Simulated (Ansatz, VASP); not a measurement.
## Se: VASP beside Ansatz

```xyz
3
Lattice="4.3552 0.0000 0.0000 -2.1776 3.7717 0.0000 0.0000 0.0000 4.9494" Properties=species:S:1:pos:R:3 pbc="T T T"
Se    0.9451    0.0000    0.8249
Se   -0.4725    0.8185    4.1245
Se    1.7050    2.9532    2.4747
```

Alike in both runs: task single point; functional PBE; k mesh 8 × 8 × 6; occupations fermi-dirac, width 0.03 eV; no spin polarisation.

```csv
,VASP,Ansatz
version,VASP 6.6.1,Ansatz 0.2.0
potentials or method,"VASP PAW PBE potentials, release 64 (Se), cutoff 520 eV","all-electron LAPW, scalar-relativistic"
```

Ansatz gave:

```
gap on the k mesh at the Fermi level (eV)       : 1.12
pressure (GPa)                                  : 5.5
largest component of the traceless stress (GPa) : 1.83
rms of the force components (eV/Å)              : 0.656
```

Task: Estimate VASP's values.

Result: gap on the k mesh at the Fermi level (eV): 1.10; pressure (GPa): 5.7; largest component of the traceless stress (GPa): 1.91; rms of the force components (eV/Å): 0.686.

Atom by atom the forces differ by 0.029 eV/Å (rms over components). Ansatz ran all-electron here, so the differences hold the error of VASP's frozen core and of both bases.

Caveats: forces of over 1 eV/Å show positions far from the minimum, so gaps and moduli don't describe the material at rest. A k mesh can miss the band edges. A hybrid or GW would open this gap; PBE tends to underestimate it.
